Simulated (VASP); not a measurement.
# Mg (P6/mmm) in VASP: further runs

The runs below take Mg through single point, with r2SCAN.

Everything below comes from runs of VASP 6.6.1. Logs are shortened: lines on timing, memory, paths and dates and some standing lists are left out, and cuts for length are marked.

### Step 1. The structure

The structure is hexagonal, space group P6/mmm (No. 191). Conventional cell: a = 3.050 Å, b = 3.050 Å, c = 3.045 Å, α = 90.00°, β = 90.00°, γ = 120.00°. Mg (site symmetry 6/mmm) has 8 Mg at 3.04 to 3.05 Å as nearest neighbours.

This isn't the form of Mg at room conditions, which is hcp.

### Step 2. Single point, r2SCAN

File INCAR:

```
ADDGRID = False
ALGO = Normal
EDIFF = 1E-6
ENCUT = 400
ISIF = 2
ISMEAR = 1
LASPH = True
LCHARG = False
LMIXTAU = True
LREAL = False
LWAVE = False
METAGGA = R2SCAN
NELM = 100
PREC = Accurate
SIGMA = 0.02
```

File KPOINTS:

```
k-points
0
Gamma
  11 11 9
```

File POSCAR:

```
Mg
1.0
    3.0502998005      0.0000000000      0.0000000000
   -1.5251499003      2.6416371164      0.0000000000
    0.0000000000      0.0000000000      3.0448375700
Mg
1
Direct
    0.0000000000      0.0000000000      0.0000000000
```

Potentials or basis: VASP PAW PBE potentials, release 64 (Mg).

The run is started by

```sh
cat potpaw_PBE.64/Mg/POTCAR > POTCAR
mpirun -np 1 vasp_std > vasp.out
```

OUTCAR:

```text
EDIFF = 1E-6
   ENCUT = 400
   ISIF = 2
   ISMEAR = 1
   LASPH = True
   LREAL = False
   METAGGA = R2SCAN
   NELM = 100
   PREC = Accurate

 Found     80 irreducible k-points:

 Following reciprocal coordinates:
            Coordinates               Weight
  0.000000  0.000000  0.000000      1.000000
  0.090909  0.000000  0.000000      6.000000
  0.181818  0.000000  0.000000      6.000000
  0.272727  0.000000  0.000000      6.000000
  0.363636  0.000000  0.000000      6.000000
  0.454545  0.000000  0.000000      6.000000
   k-points           NKPTS =     80   k-points in BZ     NKDIM =     80   number of bands    NBANDS=      5
   number of dos      NEDOS =    301   number of ions     NIONS =      1
   total plane-waves  NPLWV =   8000
   dimension x,y,z NGX =    20 NGY =   20 NGZ =   20
   dimension x,y,z NGXF=    40 NGYF=   40 NGZF=   40
   ions per type =               1
   NGX,Y,Z   is equivalent  to a cutoff of  10.90, 10.90, 10.92 a.u.
   NGXF,Y,Z  is equivalent  to a cutoff of  21.80, 21.80, 21.84 a.u.
 SYSTEM =  unknown system
   PREC   = accura    normal or accurate (medium, high low for compatibility)
   ISTART =      0    job   : 0-new  1-cont  2-samecut
   ICHARG =      2    charge: 1-file 2-atom 10-const
   ISPIN  =      1    spin polarized calculation?
   LNONCOLLINEAR =      F non collinear calculations
   LSORBIT =      F    spin-orbit coupling
   LASPH  =      T    aspherical Exc in radial PAW
   ENCUT  =  400.0 eV  29.40 Ry    5.42 a.u.   4.97  4.97  4.97*2*pi/ulx,y,z
   NELM   =    100;   NELMIN=  2; NELMDL= -5     # of ELM steps
   EDIFF  = 0.1E-05   stopping-criterion for ELM
   LREAL  =      F    real-space projection
   EDIFFG = 0.1E-04   stopping-criterion for IOM
   NSW    =      0    number of steps for IOM
   IBRION =     -1    ionic relax: 0-MD 1-quasi-New 2-CG
   NFREE  =      0    steps in history (QN), initial steepest desc. (CG)
   ISIF   =      2    stress and relaxation
   ISYM   =      2    0-nonsym 1-usesym 2-fastsym
   POTIM  = 0.5000    time-step for ionic-motion
   TEBEG  =    0.0;   TEEND  =   0.0 temperature during run
   PSTRESS=    0.0 pullay stress
   NELECT =       2.0000    total number of electrons
   NUPDOWN=      -1.0000    fix difference up-down
   EMIN   =  10.00;   EMAX   =-10.00  energy-range for DOS
   EFERMI =   0.00;   METHOD = LEGACY
   ISMEAR =     1;   SIGMA  =   0.02  broadening in eV -4-tet -1-fermi 0-gaus
   EFERMI_NEDOS =   21; number of points for ismear=-14 and -15
   IALGO  =     38    algorithm
   IMIX   =      4    mixing-type and parameters
     AMIX     =   0.40;   BMIX     =  1.00
     AMIX_MAG =   1.60;   BMIX_MAG =  1.00
  volume/ion in A,a.u.               =      24.53       165.57
  Fermi-wavevector in a.u.,A,eV,Ry     =   0.709836  1.341396  6.855535  0.503868
  Thomas-Fermi vector in A             =   1.796524
   LORBIT       =      0    0 simple, 1 ext, 2 COOP (PROOUT), +10 PAW based schemes
   METAGGA = R2SCAN    functional components
   LHFCALC =     F    Hartree Fock is set to
   AEXX    =    0.0000 exact exchange contribution
   IVDW    =     0    specifies the selected vdW correction
   LEPSILON=     F    determine dielectric tensor
   LRPA    =     F    only Hartree local field effects (RPA)
 non-spin polarized calculation
 Methfessel and Paxton  Order N= 1 SIGMA  =   0.02
  energy-cutoff  :      400.00
  volume of cell :       24.53
 maximum number of plane-waves:       456
 NGX is ok and might be reduce to    20

 number of electron       2.0000000 magnetization

 Free energy of the ion-electron system (eV)
  ---------------------------------------------------
  ext. energy  EPLUGINS =         0.00000000
  ---------------------------------------------------
  free energy    TOTEN  =        -3.86512302 eV

  energy without entropy =       -3.86507365  energy(sigma->0) =       -3.86510656

 E-fermi :   2.3140     XC(G=0):  -8.8345

 val. band max:        2.2834616874   @ k =   0.3636   0.2727   0.0000
 cond. band min:       2.3228991260   @ k =   0.3636   0.0909   0.4444
 fundamental gap:      0.0394374387
 Fermi energy:         2.3139554439

 k-point     1 :       0.0000    0.0000    0.0000
  band No.  band energies     occupation
      1      -4.8373      2.00000
      2      10.8258      0.00000
      3      11.7508      0.00000
      4      15.7143      0.00000
      5      15.7143      0.00000

 k-point     2 :       0.0909    0.0000    0.0000
  band No.  band energies     occupation
      1      -4.6461      2.00000
      2      10.7832      0.00000
      3      11.9100      0.00000
      4      13.3223      0.00000
      5      14.6741      0.00000

 k-point     3 :       0.1818    0.0000    0.0000
  band No.  band energies     occupation
      1      -4.0747      2.00000
      2       9.5223      0.00000
      3      11.5992      0.00000
      4      12.3880      0.00000
      5      13.4652      0.00000

 k-point     4 :       0.2727    0.0000    0.0000
  band No.  band energies     occupation
      1      -3.1299      2.00000
      2       6.8094      0.00000
      3      11.4470      0.00000
      4      12.5358      0.00000
      5      13.1853      0.00000

 k-point     5 :       0.3636    0.0000    0.0000
  band No.  band energies     occupation
      1      -1.8240      2.00000
      2       4.2114      0.00000
      3      11.2992      0.00000
      4      11.9132      0.00000
      5      14.2972      0.00000

 k-point     6 :       0.4545    0.0000    0.0000
  band No.  band energies     occupation
      1      -0.1952      2.00000
      2       1.9261      2.00000
      3      11.1644      0.00000
      4      11.6016      0.00000
      5      15.6637      0.00000

 [... further k-points ...]
[... 5 lines left out ...]
  --------------------------------------------------------------------------------------
  -------------------------------------------------------------------------------------
  Total        0.1338079      0.1338079     -0.0659623     -0.0000000     -0.0000000      0.0000000
  in kB        8.7380085      8.7380085     -4.3075147     -0.0000000     -0.0000000      0.0000000
  external PRESSURE =       4.3895008 kB  Pullay stress =       0.0000000 kB

 VOLUME and BASIS-vectors are now :
 -----------------------------------------------------------------------------
  energy-cutoff  :      400.00
  volume of cell :       24.53
      direct lattice vectors                 reciprocal lattice vectors
     3.050299800  0.000000000  0.000000000     0.327836628  0.189276565  0.000000000
    -1.525149900  2.641637116  0.000000000     0.000000000  0.378553130  0.000000000
     0.000000000  0.000000000  3.044837570     0.000000000  0.000000000  0.328424744

 POSITION                                       TOTAL-FORCE (eV/Angst)
 -----------------------------------------------------------------------------------
      0.00000      0.00000      0.00000         0.000000      0.000000      0.000000
 -----------------------------------------------------------------------------------
    total drift:                               -0.000000      0.000000      0.000000

  FREE ENERGIE OF THE ION-ELECTRON SYSTEM (eV)
  ---------------------------------------------------
  free  energy   TOTEN  =        -3.8651230230 eV

  energy  without entropy=       -3.8650736452  energy(sigma->0) =       -3.86510656
```

Wall time 14 s (1 thread of Intel Xeon 6975P-C (Granite Rapids), shared host); peak memory 0.12 GiB.

These settings aren't checked as converged: the numbers below hold their error.

Results:

```yaml
Free_energy: -3.8651 eV
Pressure: 0.4 GPa
Band_gap_on_the_k_mesh: none (metal or under the smearing width)
```

Caveat: the PAW data sets were made with another functional, which shifts forces and pressure a little.

### Step 3. Single point, r2SCAN

This run uses another cell than the first one, of the same volume but with other edges.

INCAR is that of step 2.

KPOINTS is that of step 2.

File POSCAR:

```
Mg
1.0
    3.1430880000     -0.0084060000     -0.0278050000
   -1.5788240000      2.6046760000      0.0276970000
   -0.0277550000      0.0158990000      3.0020770000
Mg
1
Direct
   -0.0144770000      0.0117080000      0.0082640000
```

Potentials or basis: VASP PAW PBE potentials, release 64 (Mg).

The run is started by

```sh
cat potpaw_PBE.64/Mg/POTCAR > POTCAR
mpirun -np 1 vasp_std > vasp.out
```

OUTCAR:

```text
EDIFF = 1E-6
   ENCUT = 400
   ISIF = 2
   ISMEAR = 1
   LASPH = True
   LREAL = False
   METAGGA = R2SCAN
   NELM = 100
   PREC = Accurate

 Found    545 irreducible k-points:

 Following reciprocal coordinates:
            Coordinates               Weight
  0.000000  0.000000  0.000000      1.000000
  0.090909  0.000000 -0.000000      2.000000
  0.181818  0.000000 -0.000000      2.000000
  0.272727  0.000000  0.000000      2.000000
  0.363636  0.000000 -0.000000      2.000000
  0.454545  0.000000  0.000000      2.000000
   k-points           NKPTS =    545   k-points in BZ     NKDIM =    545   number of bands    NBANDS=      5
   number of dos      NEDOS =    301   number of ions     NIONS =      1
   total plane-waves  NPLWV =   9600
   dimension x,y,z NGX =    24 NGY =   20 NGZ =   20
   dimension x,y,z NGXF=    48 NGYF=   40 NGZF=   40
   ions per type =               1
   NGX,Y,Z   is equivalent  to a cutoff of  12.69, 10.92, 11.07 a.u.
   NGXF,Y,Z  is equivalent  to a cutoff of  25.39, 21.83, 22.15 a.u.
 SYSTEM =  unknown system
   PREC   = accura    normal or accurate (medium, high low for compatibility)
   ISTART =      0    job   : 0-new  1-cont  2-samecut
   ICHARG =      2    charge: 1-file 2-atom 10-const
   ISPIN  =      1    spin polarized calculation?
   LNONCOLLINEAR =      F non collinear calculations
   LSORBIT =      F    spin-orbit coupling
[... 49 lines left out ...]
  free energy    TOTEN  =        -3.86197494 eV

  energy without entropy =       -3.86196750  energy(sigma->0) =       -3.86197246

 E-fermi :   2.2795     XC(G=0):  -8.8369

 val. band max:        2.2763900208   @ k =   0.3636   0.1818   0.1111
 cond. band min:       2.2868117829   @ k =  -0.3636  -0.3636   0.1111
 fundamental gap:      0.0104217621
 Fermi energy:         2.2794745719

 k-point     1 :       0.0000    0.0000    0.0000
  band No.  band energies     occupation
      1      -4.8334      2.00000
      2      11.0939      0.00000
      3      12.2532      0.00000
      4      14.8980      0.00000
      5      16.1133      0.00000
[... 33 lines left out ...]
 k-point     6 :       0.4545    0.0000    0.0000
  band No.  band energies     occupation
      1      -0.3211      2.00000
      2       1.7114      2.00000
      3      11.2263      0.00000
      4      11.7048      0.00000
      5      16.0337      0.00000

 [... further k-points ...]
[... 5 lines left out ...]
  --------------------------------------------------------------------------------------
  -------------------------------------------------------------------------------------
  Total       -0.1121942      0.0039550      0.2049507      0.0105055      0.0449651     -0.0819807
  in kB       -7.3265752      0.2582711     13.3838246      0.6860350      2.9363375     -5.3535578
  external PRESSURE =       2.1051735 kB  Pullay stress =       0.0000000 kB

 VOLUME and BASIS-vectors are now :
 -----------------------------------------------------------------------------
  energy-cutoff  :      400.00
  volume of cell :       24.53
      direct lattice vectors                 reciprocal lattice vectors
     3.143088000 -0.008406000 -0.027805000     0.318692044  0.193154686  0.001923445
    -1.578824000  2.604676000  0.027697000     0.001010546  0.384559010 -0.002027282
    -0.027755000  0.015899000  3.002077000     0.002942377 -0.001758937  0.333139234

 POSITION                                       TOTAL-FORCE (eV/Angst)
 -----------------------------------------------------------------------------------
      3.07887      0.02234     -0.00227         0.000000      0.000000     -0.000000
 -----------------------------------------------------------------------------------
    total drift:                               -0.000333      0.000027      0.000204

  FREE ENERGIE OF THE ION-ELECTRON SYSTEM (eV)
  ---------------------------------------------------
  free  energy   TOTEN  =        -3.8619749367 eV

  energy  without entropy=       -3.8619675001  energy(sigma->0) =       -3.86197246
```

stdout:

```text
POSCAR found type information on POSCAR Mg
 POSCAR found :  1 types and       1 ions
 scaLAPACK will be used
 -----------------------------------------------------------------------------
|                                                                             |
|                                                                             |
|     You enforced a specific xc type in the INCAR file but a different       |
|     I HOPE YOU KNOW WHAT YOU ARE DOING!                                     |
|                                                                             |
 -----------------------------------------------------------------------------

 LDA part: xc-table for (None), standard interpolation
 POSCAR, INCAR and KPOINTS ok, starting setup
 FFT: planning ... GRIDC
 FFT: planning ... GRID_SOFT
 FFT: planning ... GRID
 WAVECAR not read
 entering main loop
```

Run time: 62 s. Hardware: 1 thread of Intel Xeon 6975P-C (Granite Rapids), shared host; peak memory 0.17 GiB.

These settings aren't checked as converged: the numbers below hold their error.

What came out:

* Free energy: -3.8620 eV
* Pressure: 0.2 GPa
* Band gap on the k mesh: none (metal or under the smearing width)

Caveat: the PAW data sets were made with another functional, which shifts forces and pressure a little.

[end of part 1 of 2]
